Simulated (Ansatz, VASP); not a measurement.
# AlPt: VASP beside Ansatz

INCAR

```
PREC = Accurate ; ENCUT = 520
EDIFF = 1E-8 ; ISMEAR = -1
SIGMA = 0.05 ; LREAL = F
LASPH = T ; NELM = 100
ALGO = Normal ; ISIF = 2
LWAVE = F ; LCHARG = F
LEFG = T ; NBANDS = 14
```

KPOINTS

```
regular mesh
0
Gamma
  12 12 12
```

The input POSCAR:

```
AlPt
1.0
    2.5329693968      0.0000000000      0.0000000000
    0.0000000000      2.5329693968      0.0000000000
    0.0000000000      0.0000000000      2.5329693968
Al Pt
1 1
Direct
    0.0000000000      0.0000000000      0.0000000000
    0.5000000000      0.5000000000      0.5000000000
```

Input for Ansatz:

```yaml
crystal:
  lattice:
    - [2.5329693968, 0.0, 0.0]
    - [0.0, 2.5329693968, 0.0]
    - [0.0, 0.0, 2.5329693968]
  atoms:
    - { symbol: Al, position: [0.0, 0.0, 0.0] }
    - { symbol: Pt, position: [0.5, 0.5, 0.5] }
kpoints:
  mp_grid: { grid: [12, 12, 12] }
scf:
  occupations: { method: fermi_dirac, width: 0.05 }
hamiltonian:
  xc: lda
  pseudopotentials: { kind: all_electron, datasets: crystal }
output:
  forces: true
  stress: true
  eigenvalues: true
  efg: { contact_densities: true }
```

Change from the starting cell: volume scaled by 0.55, crystal datasets.

Alike in both runs: task electric field gradients; functional LDA; k mesh 12 × 12 × 12; occupations fermi-dirac, width 0.05 eV; no spin polarisation.

|  | VASP | Ansatz |
| --- | --- | --- |
| version | VASP 6.6.1 | Ansatz 0.2.0 |
| potentials or method | VASP PAW LDA potentials, release 64 (Al, Pt) | all-electron PAW with datasets made for the crystal, scalar-relativistic |
| plane-wave cutoff (eV) | 520 | see its input |

Ansatz gave:

* pressure (GPa): 401.3
* Vzz of the field gradient on the site that differs most (V/Å²): 0.0

Problem. What did VASP give for the same quantities?

Solution. Pressure (GPa): 412.0; Vzz of the field gradient on the site that differs most (V/Å²): 0.0.

Ansatz ran all-electron here, so the differences hold the error of VASP's frozen core and of both bases. Ansatz warned: «gradients_without_spin_orbit».

Caveats: the cell as given lies far from equilibrium; so large a pressure means that the cell lies far from this level's equilibrium, or that cutoff or potentials fall short (VASP). The runs have no spin-orbit coupling, so splittings on Pt are missing.
